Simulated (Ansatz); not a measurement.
Computed with Ansatz on PBE0-D4/def2-TZVP structures; ΔE is electronic, products minus reactants. CCSD(T)/CBS adds triple-zeta CCSD(T) − MP2 to the extrapolated MP2 energy (def2 sets, frozen cores). This one scheme is used for every species. Functionals use def2-TZVPP. No spin–orbit coupling; open shells (•) take unrestricted orbitals. Each species was taken in one conformer, which may not be the lowest.

Reaction (hydrogen abstraction from the Si–H bond): `N[SiH](O)F` + `F[C](F)F`• → `N[Si](O)F`• + `FC(F)F`

`N[SiH](O)F`:

```xyz
8

N    -0.747    0.922   -0.010
Si    0.362   -0.316    0.347
O     0.395   -1.422   -0.848
F     1.756    0.441    0.519
H    -0.622    1.846    0.370
H    -1.714    0.723   -0.203
H     0.149   -1.104    1.574
H     0.421   -1.089   -1.748
```

`F[C](F)F`•:

Z-matrix (Å, degrees):
```
C
F 1 1.313
F 1 1.313 2 111.4
F 1 1.313 2 111.4 3 125.1
```

`N[Si](O)F`•:

Z-matrix (Å, degrees):
```
N
Si 1 1.703
H 1 1.007 2 119.8
H 1 1.007 2 120.1 3 -146.3
O 2 1.641 1 105.6 3 -50.1
F 2 1.603 1 105.8 3 -169.5
H 5 0.959 2 116.5 1 159.4
```

`FC(F)F`:

```xyz
5

F    -0.626    0.842    0.787
C    -0.036   -0.011   -0.047
F     1.115    0.522   -0.454
F     0.230   -1.135    0.616
H    -0.683   -0.218   -0.902
```

Q: Is it downhill or uphill in electronic energy at CCSD(T)/CBS, and by how much? (An estimate is asked.)

A: Computed: Downhill: ΔE = -48.6 kJ/mol.

Q: What do these levels give: BLYP-D4, PBE0-D4, BHLYP-D4, ωB97M-V, PBE-QIDH, RPA@PBE/def2-TZVPP, HF/def2-SVP, MP2/def2-SVP, CCSD/def2-SVP, CCSD(T)/def2-SVP, CCSD/def2-TZVPP, MP2/def2-QZVPP? (Best estimate.)

A: Computed: BLYP-D4 -48.0, PBE0-D4 -48.6, BHLYP-D4 -37.6, ωB97M-V -43.7, PBE-QIDH -46.3, RPA@PBE/def2-TZVPP -48.0, HF/def2-SVP -21.5, MP2/def2-SVP -43.7, CCSD/def2-SVP -38.2, CCSD(T)/def2-SVP -39.6, CCSD/def2-TZVPP -43.9, MP2/def2-QZVPP -53.7 kJ/mol.

Largest T1 diagnostic among the species: 0.014.

From r2SCAN to r2SCAN0 (25 % exact exchange), in def2-TZVPP and without D4, ΔE moves by +3.7 kJ/mol. In def2-TZVPP, CCSD(T) changes the Hartree–Fock value by −22.2 kJ/mol (the triples alone add −2.4 kJ/mol) and MP2 by −28.0 kJ/mol. At CCSD(T), def2-SVP lies +9.1 kJ/mol from the extrapolated value and def2-TZVPP +2.4 kJ/mol.
